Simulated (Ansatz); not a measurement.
**Sb under changes of volume**

One of the cells (26.666 Å³/atom); the others are scaled copies at fixed shape and fractional positions:

```xyz
1
Lattice="0.0000 2.3712 2.3712 2.3712 0.0000 2.3712 2.3712 2.3712 0.0000" Properties=species:S:1:pos:R:3 pbc="T T T"
Sb    0.0000    0.0000    0.0000
```

This isn't the form of Sb at room conditions, which is rhombohedral.

| Property | Result |
| --- | --- |
| Program | Ansatz 0.2.0 |
| Functional | PBEsol |
| Potentials or basis | Ansatz PAW |
| Cutoff | 420 eV (not typed: the program's choice for these potentials) |
| k mesh | 10 × 10 × 10 |
| Occupations | fermi-dirac, width 0.05 eV |
| Spin | no spin polarisation |

| volume (Å³/atom) | energy over the lowest point (meV/atom) | pressure (GPa) |
| --- | --- | --- |
| 25.066 | 9.14 | 2.9 |
| 25.599 | 2.26 | 1.4 |
| 26.133 | 0.00 | 0.0 |
| 26.666 | 1.86 | -1.2 |
| 27.199 | ? | ? |
| 27.733 | 16.97 | -3.4 |
| 28.266 | 29.84 | -4.4 |

Task: What does the run at 27.199 Å³/atom give?

Result: Energy over the lowest point 7.56 meV/atom; pressure -2.3 GPa.

Worked out: A Birch-Murnaghan fit of order 3 (a polynomial in V^(-2/3)) to the other rows has its minimum at 26.16 Å³/atom with B0 = V·E''(V) = 61 GPa (rough, since the energies scatter). It gives 7.59 meV/atom at 27.199 Å³/atom, against the run's 7.56, and -dE/dV = -2.3 GPa, against -2.3.

Energies are extrapolated to zero smearing.

Caveats: the PAW data sets come from PBE, with cores solved anew for the run's functional, which leaves a small shift of forces and pressure.
